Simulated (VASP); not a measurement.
# NiO (Fm-3m) in VASP: a series of runs, part 2 of 2

VASP 6.6.1. Earlier steps stand in the parts before.

**4. Band structure, rSCAN, collinear spin, ferromagnetic start**

The input, INCAR:

```
ALGO = Normal
EDIFF = 1E-6
ENCUT = 520
ISIF = 2
ISMEAR = -1
ISPIN = 2
LASPH = True
LCHARG = False
LMAXMIX = 4
LMIXTAU = True
LORBIT = 11
LREAL = False
LWAVE = False
MAGMOM = 1 0
METAGGA = RSCAN
NELM = 100
PREC = Accurate
SIGMA = 0.05
```

The input, KPOINTS:

```
k-points
0
Gamma
  11 11 11
```

The input, POSCAR:

```
NiO
1.0
    0.0000000000      2.0859016414      2.0859016414
    2.0859016414      0.0000000000      2.0859016414
    2.0859016414      2.0859016414      0.0000000000
Ni O
1 1
Direct
    0.0000000000      0.0000000000      0.0000000000
    0.5000000000      0.5000000000      0.5000000000
```

The input, KPOINTS_OPT:

```
path GXWKGLUWLK,UX
20
line-mode
reciprocal
 0.0000000000  0.0000000000  0.0000000000  G
 0.5000000000  0.0000000000  0.5000000000  X

 0.5000000000  0.0000000000  0.5000000000  X
 0.5000000000  0.2500000000  0.7500000000  W

 0.5000000000  0.2500000000  0.7500000000  W
 0.3750000000  0.3750000000  0.7500000000  K

 0.3750000000  0.3750000000  0.7500000000  K
 0.0000000000  0.0000000000  0.0000000000  G

 0.0000000000  0.0000000000  0.0000000000  G
 0.5000000000  0.5000000000  0.5000000000  L

 0.5000000000  0.5000000000  0.5000000000  L
 0.6250000000  0.2500000000  0.6250000000  U

 0.6250000000  0.2500000000  0.6250000000  U
 0.5000000000  0.2500000000  0.7500000000  W

 0.5000000000  0.2500000000  0.7500000000  W
 0.5000000000  0.5000000000  0.5000000000  L

 0.5000000000  0.5000000000  0.5000000000  L
 0.3750000000  0.3750000000  0.7500000000  K

 0.6250000000  0.2500000000  0.6250000000  U
 0.5000000000  0.0000000000  0.5000000000  X
```

On the command line:

```console
> cat potpaw_PBE.64/Ni/POTCAR potpaw_PBE.64/O/POTCAR > POTCAR
> mpirun -np 1 vasp_std > vasp.out
```

It took 2.7 min on 1 thread of Intel Xeon Platinum 8488C (Sapphire Rapids), shared host; peak memory 0.18 GiB.

The run converged. Its results:

* Free energy: -27.6533 eV
* Pressure: 1.6 GPa
* Band gap on the k mesh: 0.66 eV, indirect (least direct gap 1.62 eV)
* Band gap along the path: 0.62 eV, indirect (least direct gap 1.55 eV)
* Net moment: 2.00 μB per cell
* Site moments: Ni +1.69; O +0.28 μB
* Valence electrons inside the program's atomic spheres: Ni 8.94; O 5.05

Levels at the corners of the path, in eV from the valence-band top:
Spin up:
```tsv
point	band 7	band 8	band 9	band 10	band 11	band 12
Γ	-2.83	-2.83	-2.83	2.22	18.88	19.71
X	-3.11	-2.18	-2.18	6.83	11.67	12.81
X	-3.11	-2.18	-2.18	6.83	11.67	12.81
W	-2.29	-2.18	-1.75	9.27	11.61	11.61
W	-2.29	-2.18	-1.75	9.27	11.61	11.61
K	-2.29	-2.00	-1.61	8.54	11.14	11.54
K	-2.29	-2.00	-1.61	8.54	11.14	11.54
Γ	-2.83	-2.83	-2.83	2.22	18.88	19.71
Γ	-2.83	-2.83	-2.83	2.22	18.88	19.71
L	-1.83	0.00	0.00	6.39	10.96	14.91
L	-1.83	0.00	0.00	6.39	10.96	14.91
U	-2.29	-2.00	-1.60	8.54	11.14	11.54
U	-2.29	-2.00	-1.60	8.54	11.14	11.54
W	-2.29	-2.18	-1.75	9.27	11.61	11.61
W	-2.29	-2.18	-1.75	9.27	11.61	11.61
L	-1.83	0.00	0.00	6.39	10.96	14.91
L	-1.83	0.00	0.00	6.39	10.96	14.91
K	-2.29	-2.00	-1.61	8.54	11.14	11.54
U	-2.29	-2.00	-1.60	8.54	11.14	11.54
X	-3.11	-2.18	-2.18	6.83	11.67	12.81
```
Spin down:
| point | band 3 | band 4 | band 5 | band 6 | band 7 | band 8 | band 9 | band 10 | band 11 | band 12 |
| --- | --- | --- | --- | --- | --- | --- | --- | --- | --- | --- |
| Γ | -2.22 | -2.22 | -2.13 | -2.13 | -2.13 | 0.62 | 0.63 | 2.77 | 18.96 | 20.04 |
| X | -3.56 | -3.56 | -3.10 | -1.21 | -1.20 | 1.09 | 1.65 | 7.46 | 12.28 | 13.17 |
| X | -3.56 | -3.56 | -3.10 | -1.21 | -1.20 | 1.09 | 1.65 | 7.46 | 12.28 | 13.17 |
| W | -5.60 | -4.84 | -1.38 | -1.38 | -1.21 | 1.52 | 2.21 | 10.07 | 12.10 | 12.10 |
| W | -5.60 | -4.84 | -1.38 | -1.38 | -1.21 | 1.52 | 2.21 | 10.07 | 12.10 | 12.10 |
| K | -5.65 | -4.03 | -1.87 | -1.33 | -1.05 | 1.76 | 2.22 | 9.17 | 11.65 | 12.08 |
| K | -5.65 | -4.03 | -1.87 | -1.33 | -1.05 | 1.76 | 2.22 | 9.17 | 11.65 | 12.08 |
| Γ | -2.22 | -2.22 | -2.13 | -2.13 | -2.13 | 0.62 | 0.63 | 2.77 | 18.96 | 20.04 |
| Γ | -2.22 | -2.22 | -2.13 | -2.13 | -2.13 | 0.62 | 0.63 | 2.77 | 18.96 | 20.04 |
| L | -4.46 | -4.46 | -1.27 | -1.27 | -0.88 | 3.43 | 3.43 | 6.67 | 11.77 | 15.32 |
| L | -4.46 | -4.46 | -1.27 | -1.27 | -0.88 | 3.43 | 3.43 | 6.67 | 11.77 | 15.32 |
| U | -5.65 | -4.03 | -1.88 | -1.33 | -1.04 | 1.75 | 2.22 | 9.17 | 11.65 | 12.08 |
| U | -5.65 | -4.03 | -1.88 | -1.33 | -1.04 | 1.75 | 2.22 | 9.17 | 11.65 | 12.08 |
| W | -5.60 | -4.84 | -1.38 | -1.38 | -1.21 | 1.52 | 2.21 | 10.07 | 12.10 | 12.10 |
| W | -5.60 | -4.84 | -1.38 | -1.38 | -1.21 | 1.52 | 2.21 | 10.07 | 12.10 | 12.10 |
| L | -4.46 | -4.46 | -1.27 | -1.27 | -0.88 | 3.43 | 3.43 | 6.67 | 11.77 | 15.32 |
| L | -4.46 | -4.46 | -1.27 | -1.27 | -0.88 | 3.43 | 3.43 | 6.67 | 11.77 | 15.32 |
| K | -5.65 | -4.03 | -1.87 | -1.33 | -1.05 | 1.76 | 2.22 | 9.17 | 11.65 | 12.08 |
| U | -5.65 | -4.03 | -1.88 | -1.33 | -1.04 | 1.75 | 2.22 | 9.17 | 11.65 | 12.08 |
| X | -3.56 | -3.56 | -3.10 | -1.21 | -1.20 | 1.09 | 1.65 | 7.46 | 12.28 | 13.17 |

Caveat: the PAW data sets were made with another functional, which shifts forces and pressure a little; a cell with one magnetic atom can't hold antiferromagnetic order, which such compounds often take.

**5. Band structure, TPSS, collinear spin, ferromagnetic start**

The input, INCAR:

```
PREC = Accurate
ENCUT = 520
EDIFF = 1E-7
ISMEAR = -1
SIGMA = 0.05
LREAL = False
LASPH = True
NELM = 100
ALGO = Normal
ISIF = 2
LWAVE = False
LCHARG = False
ISPIN = 2
MAGMOM = 1 0
LORBIT = 11
LMAXMIX = 4
METAGGA = TPSS
LMIXTAU = True
```

The input, KPOINTS:

```
Automatic mesh
0
Gamma
  11 11 11
```

POSCAR is that of step 4.

KPOINTS_OPT is that of step 4.

On the command line:

```console
> cat potpaw_PBE.64/Ni/POTCAR potpaw_PBE.64/O/POTCAR > POTCAR
> mpirun -np 1 vasp_std > vasp.out
```

Run time: 3.2 min. Hardware: 1 thread of Intel Xeon Platinum 8488C (Sapphire Rapids), shared host; peak memory 0.18 GiB.

The run converged. Its results:

```yaml
Free_energy: -21.7677 eV
Pressure: 4.5 GPa
Band_gap_along_the_path: none (metal or under the smearing width)
Net_moment: 1.95 μB per cell
Site_moments: Ni +1.61; O +0.29 μB
Valence_electrons_inside_the_program's_atomic_spheres: Ni 8.95; O 4.97
```

Levels at the corners of the path, in eV from the Fermi level:
Spin up:
```csv
point,band 7,band 8,band 9,band 10,band 11,band 12
Γ,-2.99,-2.99,-2.99,1.34,17.29,18.90
X,-2.71,-1.99,-1.99,6.16,10.55,11.89
X,-2.71,-1.99,-1.99,6.16,10.55,11.89
W,-2.19,-1.99,-1.58,8.57,10.56,10.56
W,-2.19,-1.99,-1.58,8.57,10.56,10.56
K,-2.11,-1.85,-1.47,7.83,10.16,10.45
K,-2.11,-1.85,-1.47,7.83,10.16,10.45
Γ,-2.99,-2.99,-2.99,1.34,17.29,18.90
Γ,-2.99,-2.99,-2.99,1.34,17.29,18.90
L,-1.71,0.05,0.05,5.36,10.05,14.10
L,-1.71,0.05,0.05,5.36,10.05,14.10
U,-2.11,-1.85,-1.47,7.83,10.16,10.45
U,-2.11,-1.85,-1.47,7.83,10.16,10.45
W,-2.19,-1.99,-1.58,8.57,10.56,10.56
W,-2.19,-1.99,-1.58,8.57,10.56,10.56
L,-1.71,0.05,0.05,5.36,10.05,14.10
L,-1.71,0.05,0.05,5.36,10.05,14.10
K,-2.11,-1.85,-1.47,7.83,10.16,10.45
U,-2.11,-1.85,-1.47,7.83,10.16,10.45
X,-2.71,-1.99,-1.99,6.16,10.55,11.89
```
Spin down:
| point | band 5 | band 6 | band 7 | band 8 | band 9 | band 10 |
| --- | --- | --- | --- | --- | --- | --- |
| Γ | -2.19 | -2.19 | -2.19 | -0.28 | -0.28 | 1.82 |
| X | -3.18 | -1.12 | -1.12 | 0.17 | 0.70 | 6.75 |
| X | -3.18 | -1.12 | -1.12 | 0.17 | 0.70 | 6.75 |
| W | -1.38 | -1.38 | -1.12 | 0.57 | 1.30 | 9.28 |
| W | -1.38 | -1.38 | -1.12 | 0.57 | 1.30 | 9.28 |
| K | -1.93 | -1.25 | -1.00 | 0.82 | 1.32 | 8.41 |
| K | -1.93 | -1.25 | -1.00 | 0.82 | 1.32 | 8.41 |
| Γ | -2.19 | -2.19 | -2.19 | -0.28 | -0.28 | 1.82 |
| Γ | -2.19 | -2.19 | -2.19 | -0.28 | -0.28 | 1.82 |
| L | -1.26 | -1.26 | -0.87 | 2.54 | 2.54 | 5.61 |
| L | -1.26 | -1.26 | -0.87 | 2.54 | 2.54 | 5.61 |
| U | -1.93 | -1.25 | -1.00 | 0.82 | 1.32 | 8.41 |
| U | -1.93 | -1.25 | -1.00 | 0.82 | 1.32 | 8.41 |
| W | -1.38 | -1.38 | -1.12 | 0.57 | 1.30 | 9.28 |
| W | -1.38 | -1.38 | -1.12 | 0.57 | 1.30 | 9.28 |
| L | -1.26 | -1.26 | -0.87 | 2.54 | 2.54 | 5.61 |
| L | -1.26 | -1.26 | -0.87 | 2.54 | 2.54 | 5.61 |
| K | -1.93 | -1.25 | -1.00 | 0.82 | 1.32 | 8.41 |
| U | -1.93 | -1.25 | -1.00 | 0.82 | 1.32 | 8.41 |
| X | -3.18 | -1.12 | -1.12 | 0.17 | 0.70 | 6.75 |

Caveat: the PAW data sets were made with another functional, which shifts forces and pressure a little; a cell with one magnetic atom can't hold antiferromagnetic order, which such compounds often take; semilocal functionals often make such compounds metallic where correlation or magnetic order opens a gap, which also shifts bond lengths.

**6. Overview**

| level | gap on the mesh (eV) | pressure (GPa) | moment (μB) |
| --- | --- | --- | --- |
| r2SCAN | 0.74 | 2.7 | 2.00 |
| SCAN | 0.92 | 1.8 | 2.00 |
| rSCAN | 0.66 | 1.6 | 2.00 |
| TPSS | - | 4.5 | 1.95 |

Alike in all rows: task band structure; potentials or basis VASP PAW PBE potentials, release 64 (Ni, O); spin collinear, ferromagnetic start; cell as given; k mesh 11 × 11 × 11; cutoff (eV) 520; smearing fermi-dirac 0.05 eV.

On the cell as given the gap runs from 0.62 eV (rSCAN) to 0.89 eV (SCAN). The pressure there spans 1.6 GPa (rSCAN) to 4.5 GPa (TPSS); a positive pressure means that this level wants a larger cell, a negative one a smaller.

Caveats: the PAW data sets were made with another functional, which shifts forces and pressure a little; a cell with one magnetic atom can't hold antiferromagnetic order, which such compounds often take; semilocal functionals often make such compounds metallic where correlation or magnetic order opens a gap, which also shifts bond lengths (some runs).

Total energies depend on the potentials used, so only differences within one code and one set of settings carry meaning.

**7. Against experiment**

Step 5. Against the measured gap of NiO, 4.3 eV (quoted in “Local correlations, non-local screening, multiplets, and band formation in NiO”, 2012, arxiv:1210.6675), the calculated 0.00 eV is off by -4.30 eV. So large a miss can be the level of theory's own, or it may mean another phase, state or a wrong row. The value is that of TPSS, without temperature or zero-point motion. The run's magnetic order (collinear spin, ferromagnetic start) needn't be the measured crystal's.
